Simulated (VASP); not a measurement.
# TiS2 (P-3m1) in VASP: settings compared

One crystal, TiS2, is run at these levels: PBE+D3(BJ), PBE; tasks: relaxation of cell and atoms.

Everything below comes from runs of VASP 6.6.1. Logs are shortened: lines on timing, memory, paths and dates and some standing lists are left out, and cuts for length are marked.

## 1. Starting point

It takes space group P-3m1 (No. 164, trigonal). Conventional cell: a = 3.358 Å, b = 3.358 Å, c = 5.523 Å, α = 90.00°, β = 90.00°, γ = 120.00°. Around Ti (site symmetry -3m) lie 6 S at 2.41 Å. Around S (site symmetry 3m) lie 3 Ti at 2.41 Å.

## 2. Relaxation of cell and atoms, PBE+D3(BJ)

INCAR reads:

```
ALGO = Normal
EDIFF = 1E-7
EDIFFG = -0.005
ENCUT = 600
GGA = PE
IBRION = 2
ISIF = 3
ISMEAR = 1
IVDW = 12
KPAR = 4
LASPH = T
LCHARG = F
LREAL = F
LWAVE = F
NELM = 80
NSW = 90
PREC = Accurate
SIGMA = 0.1
```

KPOINTS reads:

```
k-points
0
Gamma
  12 12 7
```

POSCAR reads:

```
TiS2                                    
1.0
    3.3584554850     -0.0000000000     -0.0000000000
   -1.6792277425      2.9085077675      0.0000000000
   -0.0000000000      0.0000000000      5.5230876397
  Ti              S             
     1     2
Direct
     0.0000000000000000    0.0000000000000000    0.0000000000000000
     0.3333333332999970    0.6666666667000030    0.2587672940129970
     0.6666666667000030    0.3333333332999970    0.7412327059870032
```

Potentials or basis: VASP PAW PBE potentials, release 64 (Ti_sv, S).

Launch:

```console
$ cat potpaw_PBE.64/Ti_sv/POTCAR potpaw_PBE.64/S/POTCAR > POTCAR
$ mpirun -np 4 vasp_std > vasp.out
```

OUTCAR:

```text
EDIFF = 1E-7
   EDIFFG = -0.005
   ENCUT = 600
   GGA = PE
   IBRION = 2
   ISIF = 3
   ISMEAR = 1
   IVDW = 12
   LASPH = T
   LREAL = F
   NELM = 80
   NSW = 90
   PREC = Accurate
 IVDW          = 12

 ion  position               nearest neighbor table
   1  0.000  0.000  0.000-   2 2.41   3 2.41   3 2.41   2 2.41   3 2.41   2 2.41
   2  0.333  0.667  0.259-   1 2.41   1 2.41   1 2.41
   3  0.667  0.333  0.741-   1 2.41   1 2.41   1 2.41

  LATTYP: Found a hexagonal cell.
 ALAT       =     3.3584554850
 C/A-ratio  =     1.6445320369

  Lattice vectors:

 A1 = (   3.3584554850,   0.0000000000,   0.0000000000)
 A2 = (  -1.6792277425,   2.9085077675,   0.0000000000)
 A3 = (   0.0000000000,   0.0000000000,   5.5230876397)

Analysis of symmetry for initial positions (statically):
=====================================================================
 Subroutine PRICEL returns:
 Original cell was already a primitive cell.

 Routine SETGRP: Setting up the symmetry group for a
 hexagonal supercell.

 Subroutine GETGRP returns: Found 12 space group operations
 (whereof 12 operations were pure point group operations)
 out of a pool of 24 trial point group operations.

The static configuration has the point symmetry D_3d.

Analysis of symmetry for dynamics (positions and initial velocities):
=====================================================================
 Subroutine PRICEL returns:
 Original cell was already a primitive cell.

 Routine SETGRP: Setting up the symmetry group for a
 hexagonal supercell.

 Subroutine GETGRP returns: Found 12 space group operations
 (whereof 12 operations were pure point group operations)
 out of a pool of 24 trial point group operations.

The dynamic configuration has the point symmetry D_3d.

 Subroutine INISYM returns: Found 12 space group operations
 (whereof 12 operations are pure point group operations),
 and found     1 'primitive' translations

----------------------------------------------------------------------------------------

                                     Primitive cell

  volume of cell :      53.9500

  direct lattice vectors                    reciprocal lattice vectors
     3.358455485  0.000000000  0.000000000     0.297755919  0.171909460  0.000000000
    -1.679227742  2.908507768  0.000000000     0.000000000  0.343818920  0.000000000
     0.000000000  0.000000000  5.523087640     0.000000000  0.000000000  0.181058145

  length of vectors
     3.358455485  3.358455485  5.523087640     0.343818920  0.343818920  0.181058145

  position of ions in fractional coordinates (direct lattice)
     0.000000000  0.000000000  0.000000000
     0.333333333  0.666666667  0.258767294
     0.666666667  0.333333333  0.741232706

  ion indices of the primitive-cell ions
   primitive index   ion index
                 1           1
                 2           2
                 3           3

----------------------------------------------------------------------------------------

 KPOINTS: k-points

Automatic generation of k-mesh.
 Grid dimensions read from file:
 generate k-points for:   12   12    7

 Generating k-lattice:

  Cartesian coordinates                     Fractional coordinates (reciprocal lattice)
     0.024812993  0.014325788  0.000000000     0.083333333  0.000000000  0.000000000
     0.000000000  0.028651577  0.000000000     0.000000000  0.083333333  0.000000000
     0.000000000  0.000000000  0.025865449     0.000000000  0.000000000  0.142857143

  Length of vectors
     0.028651577  0.028651577  0.025865449

  Shift w.r.t. Gamma in fractional coordinates (k-lattice)
     0.000000000  0.000000000  0.000000000

 Subroutine IBZKPT returns following result:
 ===========================================

 Found    112 irreducible k-points:

 Following reciprocal coordinates:
            Coordinates               Weight
  0.000000  0.000000  0.000000      1.000000
  0.083333  0.000000  0.000000      6.000000
  0.166667 -0.000000  0.000000      6.000000
  0.250000  0.000000  0.000000      6.000000
  0.333333  0.000000  0.000000      6.000000
  0.416667  0.000000  0.000000      6.000000
[... 16 lines left out ...]
  0.166667 -0.000000  0.142857      6.000000
  0.000000  0.166667  0.142857      6.000000
 [... further k-points ...]
   k-points           NKPTS =    112   k-points in BZ     NKDIM =    112   number of bands    NBANDS=     16
   number of dos      NEDOS =    301   number of ions     NIONS =      3
   total plane-waves  NPLWV =  37632
   dimension x,y,z NGX =    28 NGY =   28 NGZ =   48
   dimension x,y,z NGXF=    56 NGYF=   56 NGZF=   96
   ions per type =               1   2
   NGX,Y,Z   is equivalent  to a cutoff of  13.86, 13.86, 14.45 a.u.
   NGXF,Y,Z  is equivalent  to a cutoff of  27.72, 27.72, 28.90 a.u.
 SYSTEM =  unknown system
   PREC   = accura    normal or accurate (medium, high low for compatibility)
   ISTART =      0    job   : 0-new  1-cont  2-samecut
   ICHARG =      2    charge: 1-file 2-atom 10-const
   ISPIN  =      1    spin polarized calculation?
   LNONCOLLINEAR =      F non collinear calculations
   LSORBIT =      F    spin-orbit coupling
   LASPH  =      T    aspherical Exc in radial PAW
   ENCUT  =  600.0 eV  44.10 Ry    6.64 a.u.   6.71  6.71 11.03*2*pi/ulx,y,z
   NELM   =     80;   NELMIN=  2; NELMDL= -5     # of ELM steps
   EDIFF  = 0.1E-06   stopping-criterion for ELM
   LREAL  =      F    real-space projection
   EDIFFG = -.5E-02   stopping-criterion for IOM
   NSW    =     90    number of steps for IOM
   IBRION =      2    ionic relax: 0-MD 1-quasi-New 2-CG
   NFREE  =      1    steps in history (QN), initial steepest desc. (CG)
   ISIF   =      3    stress and relaxation
   ISYM   =      2    0-nonsym 1-usesym 2-fastsym
   POTIM  = 0.5000    time-step for ionic-motion
   TEBEG  =    0.0;   TEEND  =   0.0 temperature during run
   PSTRESS=    0.0 pullay stress
   NELECT =      24.0000    total number of electrons
   NUPDOWN=      -1.0000    fix difference up-down
   EMIN   =  10.00;   EMAX   =-10.00  energy-range for DOS
   EFERMI =   0.00;   METHOD = LEGACY
   ISMEAR =     1;   SIGMA  =   0.10  broadening in eV -4-tet -1-fermi 0-gaus
   EFERMI_NEDOS =   21; number of points for ismear=-14 and -15
   IALGO  =     38    algorithm
   IMIX   =      4    mixing-type and parameters
     AMIX     =   0.40;   BMIX     =  1.00
     AMIX_MAG =   1.60;   BMIX_MAG =  1.00
  volume/ion in A,a.u.               =      17.98       121.36
  Fermi-wavevector in a.u.,A,eV,Ry     =   1.249726  2.361639 21.249770  1.561814
  Thomas-Fermi vector in A             =   2.383753
   LORBIT       =      0    0 simple, 1 ext, 2 COOP (PROOUT), +10 PAW based schemes
   GGA     = PE    functional components
   LHFCALC =     F    Hartree Fock is set to
   AEXX    =    0.0000 exact exchange contribution
   IVDW    =    12    specifies the selected vdW correction
   LEPSILON=     F    determine dielectric tensor
   LRPA    =     F    only Hartree local field effects (RPA)
 conjugate gradient relaxation of ions
 non-spin polarized calculation
 Methfessel and Paxton  Order N= 1 SIGMA  =   0.10
  energy-cutoff  :      600.00
  volume of cell :       53.95
 maximum number of plane-waves:      1822
 NGX is ok and might be reduce to    28
   NGX = 13   NGY = 13   NGZ = 23

 number of electron      24.0000001 magnetization

 Free energy of the ion-electron system (eV)
  ---------------------------------------------------
  ext. energy  EPLUGINS =         0.00000000
  ---------------------------------------------------
  free energy    TOTEN  =       -19.87623591 eV

  energy without entropy =      -19.87656266  energy(sigma->0) =      -19.87634482

 E-fermi :   6.1612     XC(G=0): -10.4419

 val. band max:        6.1590792295   @ k =   0.0000   0.0000   0.2857
 cond. band min:       6.2155662441   @ k =   0.4167   0.0000   0.4286
 fundamental gap:      0.0564870145
 Fermi energy:         6.1612333556

 k-point     1 :       0.0000    0.0000    0.0000
  band No.  band energies     occupation
      1     -51.3898      2.00000
      2     -27.6249      2.00000
      3     -27.5739      2.00000
      4     -27.5739      2.00000
      5      -7.8767      2.00000
      6      -5.9733      2.00000
[... 8 lines left out ...]
     15       7.0307     -0.00000
     16       9.6243      0.00000

 k-point     2 :       0.0833    0.0000    0.0000
  band No.  band energies     occupation
      1     -51.3888      2.00000
      2     -27.6228      2.00000
      3     -27.5843      2.00000
      4     -27.5763      2.00000
      5      -7.7892      2.00000
      6      -5.9552      2.00000
[... 8 lines left out ...]
     15       7.2284     -0.00000
     16       9.4895      0.00000

 k-point     3 :       0.1667   -0.0000    0.0000
  band No.  band energies     occupation
      1     -51.3861      2.00000
      2     -27.6174      2.00000
      3     -27.6121      2.00000
      4     -27.5826      2.00000
      5      -7.5371      2.00000
      6      -5.9068      2.00000
[... 8 lines left out ...]
     15       7.5413     -0.00000
     16       9.4881      0.00000

 k-point     4 :       0.2500    0.0000    0.0000
  band No.  band energies     occupation
      1     -51.3824      2.00000
      2     -27.6506      2.00000
      3     -27.6093      2.00000
      4     -27.5913      2.00000
      5      -7.1533      2.00000
      6      -5.8456      2.00000
[... 8 lines left out ...]
     15       7.8281     -0.00000
     16       9.7602      0.00000
[... 324 lines left out ...]
 k-point    22 :       0.0000    0.0833    0.1429
  band No.  band energies     occupation
      1     -51.3888      2.00000
      2     -27.6228      2.00000
      3     -27.5843      2.00000
      4     -27.5763      2.00000
      5      -7.7266      2.00000
      6      -6.0735      2.00000
[... 8 lines left out ...]
     15       7.5144     -0.00000
     16       9.5394      0.00000

 k-point    23 :       0.1667   -0.0000    0.1429
  band No.  band energies     occupation
      1     -51.3861      2.00000
      2     -27.6175      2.00000
      3     -27.6121      2.00000
      4     -27.5826      2.00000
      5      -7.4732      2.00000
      6      -6.0189      2.00000
[... 8 lines left out ...]
     15       7.5957     -0.00000
     16       9.4360      0.00000

 k-point    24 :       0.0000    0.1667    0.1429
  band No.  band energies     occupation
      1     -51.3861      2.00000
      2     -27.6174      2.00000
      3     -27.6121      2.00000
      4     -27.5826      2.00000
      5      -7.4822      2.00000
      6      -6.0014      2.00000
[... 8 lines left out ...]
     15       7.8047     -0.00000
     16       9.4294      0.00000

 [... further k-points ...]

------------------------ aborting loop because EDIFF is reached ----------------------------------------

 Edisp (eV)   -1.23035

 E8    (eV) :    -0.4988

  FORCE on cell =-STRESS in cart. coord.  units (eV):
  Direction    XX          YY          ZZ          XY          YZ          ZX
  --------------------------------------------------------------------------------------
  -------------------------------------------------------------------------------------
  Total      -0.00958    -0.00958     0.00340     0.00000    -0.00000     0.00000
  in kB      -0.28440    -0.28440     0.10103     0.00000    -0.00000     0.00000
  external pressure =       -0.16 kB  Pullay stress =        0.00 kB

 VOLUME and BASIS-vectors are now :
 -----------------------------------------------------------------------------
  energy-cutoff  :      600.00
  volume of cell :       53.95
      direct lattice vectors                 reciprocal lattice vectors
     3.358455485  0.000000000  0.000000000     0.297755919  0.171909460  0.000000000
    -1.679227742  2.908507768  0.000000000     0.000000000  0.343818920  0.000000000
     0.000000000  0.000000000  5.523087640     0.000000000  0.000000000  0.181058145

 POSITION                                       TOTAL-FORCE (eV/Angst)
 -----------------------------------------------------------------------------------
      0.00000      0.00000      0.00000         0.000000      0.000000      0.000000
     -0.00000      1.93901      1.42919         0.000000     -0.000000      0.003774
      1.67923      0.96950      4.09389        -0.000000      0.000000     -0.003774
 -----------------------------------------------------------------------------------
    total drift:                               -0.000000     -0.000000      0.000000

  FREE ENERGIE OF THE ION-ELECTRON SYSTEM (eV)
  ---------------------------------------------------
  free  energy   TOTEN  =       -21.1065897079 eV

  energy  without entropy=      -21.1069164632  energy(sigma->0) =      -21.10669863

 reached required accuracy - stopping structural energy minimisation
```

It took 18 s on 4 MPI ranks of Intel Xeon 6975P-C (Granite Rapids), shared host; peak memory 0.27 GiB.

What came out:

```yaml
Free_energy: -21.1066 eV
Pressure_after_relaxing: 0.0 GPa
Largest_force_after_relaxing: 0.004 eV/Å
Band_gap_on_the_k_mesh: none (metal or under the smearing width)
Dispersion_energy_per_atom: -0.410 eV
```

Forces in eV/Å, atoms in the order of the input:
```
Ti   0.000  0.000  0.000
S    0.000  0.000  0.004
S    0.000  0.000 -0.004
```

Final structure:
```cif
data_structure
_symmetry_space_group_name_H-M 'P 1'
_symmetry_Int_Tables_number 1
_cell_length_a 3.3585
_cell_length_b 3.3585
_cell_length_c 5.5231
_cell_angle_alpha 90.000
_cell_angle_beta 90.000
_cell_angle_gamma 120.000
_cell_volume 53.95
loop_
_atom_site_label
_atom_site_type_symbol
_atom_site_fract_x
_atom_site_fract_y
_atom_site_fract_z
_atom_site_occupancy
Ti1 Ti 0.00000 0.00000 0.00000 1
S1 S 0.33333 0.66667 0.25877 1
S2 S 0.66667 0.33333 0.74123 1
```

Caveat: the relaxation stopped at its first step, so nothing moved; pairwise dispersion overbinds metals, which lowers pressure and volume.

## 3. Relaxation of cell and atoms, PBE+D3(BJ)

This run uses another cell than the first one, of 19.14 Å³/atom, 1.064 times its volume.

INCAR reads:

```
ALGO = Normal
EDIFF = 1E-6
EDIFFG = -0.01
ENCUT = 600
GGA = PE
IBRION = 2
ISIF = 3
ISMEAR = 1
IVDW = 12
LASPH = True
LCHARG = False
LREAL = False
LWAVE = False
NELM = 80
NSW = 90
PREC = Accurate
SIGMA = 0.1
```

KPOINTS is that of step 2.

POSCAR reads:

```
TiS2
1.0
    3.4120000000      0.0000000000      0.0000000000
   -1.7060000000      2.9548786777      0.0000000000
    0.0000000000      0.0000000000      5.6950000000
Ti S
1 2
Direct
    0.0000000000      0.0000000000      0.0000000000
    0.3333333333      0.6666666667      0.2500000000
    0.6666666667      0.3333333333      0.7500000000
```

Potentials or basis: VASP PAW PBE potentials, release 64 (Ti_sv, S).

Launch:

```console
$ cat potpaw_PBE.64/Ti_sv/POTCAR potpaw_PBE.64/S/POTCAR > POTCAR
$ mpirun -np 1 vasp_std > vasp.out
```

It took 7.1 min on 1 thread of Intel Xeon 6975P-C (Granite Rapids), shared host; peak memory 0.3 GiB.

Results (log left out):

```yaml
Free_energy: -21.1072 eV
Relaxed_volume: 17.98 Å³/atom
Relaxed_cell: a = 3.358 Å, b = 3.358 Å, c = 5.523 Å, α = 90.00°, β = 90.00°, γ = 120.00°
Space_group_after_relaxing_to_0.05_Å: P-3m1 (No. 164)
Energy_gained_by_relaxing: 8.8 meV/atom
Ionic_steps: 15
Pressure_after_relaxing: 0.0 GPa
Largest_force_after_relaxing: 0.003 eV/Å
Band_gap_on_the_k_mesh: none (metal or under the smearing width)
Dispersion_energy_per_atom: -0.410 eV
```

Forces in eV/Å, atoms in the order of the input:
```
Ti   0.000  0.000  0.000
S    0.000  0.000  0.003
S    0.000  0.000 -0.003
```

Step by step:
```tsv
step	energy change (eV)	largest force (eV/Å)	pressure (GPa)	volume (Å³)
1	0.0000	0.1233	-2.93	57.42
2	-0.0037	0.5324	2.64	54.55
3	-0.0154	0.2172	-0.09	55.86
4	-0.0193	0.1409	-0.11	55.53
5	-0.0210	0.0305	-0.11	55.08
6	-0.0210	0.0440	-0.07	55.13
7	-0.0225	0.0354	-0.13	54.96
8	-0.0256	0.0056	-0.20	54.43
9	-0.0238	0.0691	-0.17	53.36
10	-0.0264	0.0099	-0.10	54.08
11	-0.0264	0.0118	-0.16	54.05
12	-0.0259	0.0375	-0.16	53.71
13	-0.0264	0.0131	-0.13	54.02
14	-0.0261	0.0621	0.48	53.71
15	-0.0265	0.0034	0.01	53.95
```

Final structure:
```
CELL_PARAMETERS angstrom
3.35846 0.00000 0.00000
-1.67923 2.90851 0.00000
0.00000 0.00000 5.52309
ATOMIC_POSITIONS crystal
Ti 0.00000 0.00000 0.00000
S 0.33333 0.66667 0.25877
S 0.66667 0.33333 0.74123
```

Levels at points of the mesh, in eV from the Fermi level:
| k point | band 8 | band 9 | band 10 | band 11 | band 12 | band 13 | band 14 | band 15 | band 16 |
| --- | --- | --- | --- | --- | --- | --- | --- | --- | --- |
| (0.00, 0.00, 0.00) | -2.78 | -2.78 | 0.15 | 0.16 | 0.16 | 0.54 | 0.54 | 0.87 | 3.46 |
| (0.50, 0.00, 0.00) | -3.79 | -3.05 | -2.91 | -2.64 | -1.65 | 0.18 | 1.65 | 2.10 | 3.77 |

Caveat: pairwise dispersion overbinds metals, which lowers pressure and volume.

## 4. Relaxation of cell and atoms, PBE+D3(BJ)

Changes to INCAR since step 3:

```diff
@@ -1,4 +1,4 @@
 ALGO = Normal
-EDIFF = 1E-6
-EDIFFG = -0.01
+EDIFF = 1E-7
+EDIFFG = -0.005
 ENCUT = 600
```

KPOINTS is that of step 3.

POSCAR reads:

```
TiS2                                    
1.0
    3.3584555061      0.0000000000     -0.0000000000
   -1.6792277531      2.9085077858     -0.0000000000
    0.0000000000     -0.0000000000      5.5230876405
  Ti              S             
     1     2
Direct
     0.0000000000000000    0.0000000000000000    0.0000000000000000
     0.3333333332999970    0.6666666667000030    0.2587672932822837
     0.6666666667000030    0.3333333332999970    0.7412327067177162
```

Launch:

```console
$ cat potpaw_PBE.64/Ti_sv/POTCAR potpaw_PBE.64/S/POTCAR > POTCAR
$ mpirun -np 1 vasp_std > vasp.out
```

Wall time 52 s (1 thread of Intel Xeon 6975P-C (Granite Rapids), shared host); peak memory 0.27 GiB.

The run converged. Its results:

```yaml
Free_energy: -21.1066 eV
Pressure_after_relaxing: 0.0 GPa
Largest_force_after_relaxing: 0.004 eV/Å
Band_gap_on_the_k_mesh: none (metal or under the smearing width)
Dispersion_energy_per_atom: -0.410 eV
```

Forces in eV/Å, atoms in the order of the input:
```
Ti   0.000  0.000  0.000
S    0.000  0.000  0.004
S    0.000  0.000 -0.004
```

Final structure:
```
Ti S
1.0
     3.35846    0.00000    0.00000
    -1.67923    2.90851    0.00000
     0.00000    0.00000    5.52309
Ti S
1 2
Direct
  0.00000 0.00000 0.00000
  0.33333 0.66667 0.25877
  0.66667 0.33333 0.74123
```

Levels at points of the mesh, in eV from the Fermi level:
```tsv
k point	band 8	band 9	band 10	band 11	band 12	band 13	band 14	band 15	band 16
(0.00, 0.00, 0.00)	-2.78	-2.78	0.15	0.16	0.16	0.54	0.54	0.87	3.46
(0.50, 0.00, 0.00)	-3.79	-3.05	-2.91	-2.64	-1.65	0.18	1.65	2.10	3.77
```

Caveat: the relaxation stopped at its first step, so nothing moved; pairwise dispersion overbinds metals, which lowers pressure and volume.

(Continued in part 2 of 2.)
